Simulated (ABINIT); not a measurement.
The system is SnO.

```
Sn O
1.0
     3.81370    0.00000    0.00000
     0.00000    3.81370    0.00000
     0.00000    0.00000    4.88691
Sn O
2 2
Cartesian
  1.9068 0.0000 3.7367
  0.0000 1.9068 1.1503
  0.0000 0.0000 0.0000
  1.9068 1.9068 0.0000
```

The cell is a database's computed one.

Base run:

```yaml
Program: ABINIT 10.8.3 (patched build)
Functional: AM05
Potentials_or_basis: JTH PAW PBE v2.0
Cutoff: 762 eV
k_mesh: 7 × 7 × 6
Occupations: fermi-dirac, width 0.05 eV
Spin: no spin polarisation
```

Its results: band gap on the k mesh 0.41 eV, indirect (least direct gap 2.00 eV); pressure -0.9 GPa; largest force 0.015 eV/Å.

Question: After a change of settings the same cell gave: band gap on the k mesh 0.37 eV, indirect (least direct gap 1.96 eV); pressure -1.4 GPa; largest force 0.058 eV/Å. Which change was it?
A. functional from AM05 to revPBE
B. functional from AM05 to BLYP
C. functional from AM05 to PBEsol
D. functional from AM05 to LDA

Answer: C.

Caveats: the PAW data sets were made with another functional, which shifts forces and pressure a little; spin-orbit coupling is left out, which moves the levels of the heavy elements; the mesh misses the band edges, which the band path finds closer together.
